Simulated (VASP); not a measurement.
Wanted: the native input for a VASP 6.6.1 run.

```
Task                   : single point
Functional             : r2SCAN
Potentials or basis    : VASP PAW PBE potentials, release 64 (Ti_sv, O)
Cutoff                 : 520 eV
k mesh                 : 8 × 8 × 8
Occupations            : gaussian, width 0.02 eV
Spin                   : no spin polarisation
Dipole correction      : no
Further INCAR settings : ALGO = Normal; EDIFF = 1e-07; NBANDS = 33
```

The system is TiO2 (Anatase).

```
Ti O
1.0
    -1.88896    1.88896    4.79174
     1.88896   -1.88896    4.79174
     1.88896    1.88896   -4.79174
Ti O
2 4
Direct
  0.00000 0.00000 0.00000
  0.75000 0.25000 0.50000
  0.20728 0.20728 0.00000
  0.95728 0.45728 0.50000
  0.54272 0.04272 0.50000
  0.79272 0.79272 0.00000
```

One way to write it, as run:

POSCAR

```
TiO2
1.0
   -1.8889611520      1.8889611520      4.7917440996
    1.8889611520     -1.8889611520      4.7917440996
    1.8889611520      1.8889611520     -4.7917440996
Ti O
2 4
Direct
    0.0000000000      0.0000000000      0.0000000000
    0.7500000000      0.2500000000      0.5000000000
    0.2072814064      0.2072814064      0.0000000000
    0.9572814064      0.4572814064      0.5000000000
    0.5427185936      0.0427185936      0.5000000000
    0.7927185936      0.7927185936      0.0000000000
```

INCAR.step1

```
SYSTEM = TiO2
ALGO     = Normal         ! electronic algorithm
EDIFF    = 1E-4           ! SCF threshold, eV
ENCUT    = 520            ! plane-wave cutoff, eV
GGA      = PE             ! functional
ISMEAR   = 0              ! smearing method
LASPH    = .True.         ! aspherical terms in the spheres
LCHARG   = .False.        ! write CHGCAR
LREAL    = .False.        ! projectors in reciprocal space
LWAVE    = .True.         ! write WAVECAR
NBANDS   = 33             ! bands
NELM     = 100            ! most SCF steps
PREC     = Accurate       ! precision mode
SIGMA    = 0.02           ! smearing width, eV
```

INCAR.step2

```
SYSTEM = TiO2
ALGO     = Normal         ! electronic algorithm
EDIFF    = 1E-7           ! SCF threshold, eV
ENCUT    = 520            ! plane-wave cutoff, eV
ISIF     = 2              ! what is computed and relaxed
ISMEAR   = 0              ! smearing method
ISTART   = 1            
LASPH    = .True.         ! aspherical terms in the spheres
LCHARG   = .False.        ! write CHGCAR
LMIXTAU  = .True.       
LREAL    = .False.        ! projectors in reciprocal space
LWAVE    = .False.        ! write WAVECAR
METAGGA  = R2SCAN         ! meta-GGA
NBANDS   = 33             ! bands
NELM     = 100            ! most SCF steps
PREC     = Accurate       ! precision mode
SIGMA    = 0.02           ! smearing width, eV
```

KPOINTS

```
k-points
0
Gamma
  8 8 8
  0 0 0
```

Potentials or basis: VASP PAW PBE potentials, release 64 (Ti_sv, O).

Run with:

```console
$ cat potpaw_PBE.64/Ti_sv/POTCAR potpaw_PBE.64/O/POTCAR > POTCAR
$ cp INCAR.step1 INCAR
$ mpirun -np 1 vasp_std > vasp.out
$ cp INCAR.step2 INCAR
$ mpirun -np 1 vasp_std > vasp.out
```

Results of the run:

```
Pressure               : 1.2 GPa
Largest force          : 0.026 eV/Å
Band gap on the k mesh : 2.59 eV, indirect (least direct gap 2.90 eV)
```

Caveat: the PAW data sets were made with another functional, which shifts forces and pressure a little.

Run time: 12 min on 1 thread of Intel(R) Xeon(R) Platinum 8559C (Emerald Rapids), on a shared host, peak memory 0.33 GiB.
